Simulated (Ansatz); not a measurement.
# WC in Ansatz: the effect of functional

The system is WC.

```
W C
1.0
     0.00000    2.14792    2.14792
     2.14792    0.00000    2.14792
     2.14792    2.14792    0.00000
W C
1 1
Direct
  0.00000 0.00000 0.00000
  0.50000 0.50000 0.50000
```

Measurements of this composition are mostly on another form, of space group No. 187.

The cell isn't the ideal one: volume scaled by 0.94.

Alike in all runs:

| Quantity | Value |
| --- | --- |
| Program | Ansatz 0.2.0 |
| Task | single point |
| Potentials or basis | Ansatz PAW |
| k mesh | 10 × 10 × 10 |
| Occupations | fermi-dirac, width 0.05 eV |
| Spin | no spin polarisation |

```tsv
functional	cutoff	pressure (GPa)
LDA	420 eV (not typed: the program's choice for these potentials)	7.7
PBEsol	420 eV (not typed: the program's choice for these potentials)	14.3
r2SCAN	500 eV (not typed: the program's choice for these potentials)	?
```

Problem. What does the run with functional r2SCAN give?

Solution. Pressure 20.0 GPa.

Caveats: the PAW data sets come from PBE, with cores solved anew for the run's functional, which leaves a small shift of forces and pressure.

Runs at the PBE level aren't shown here.
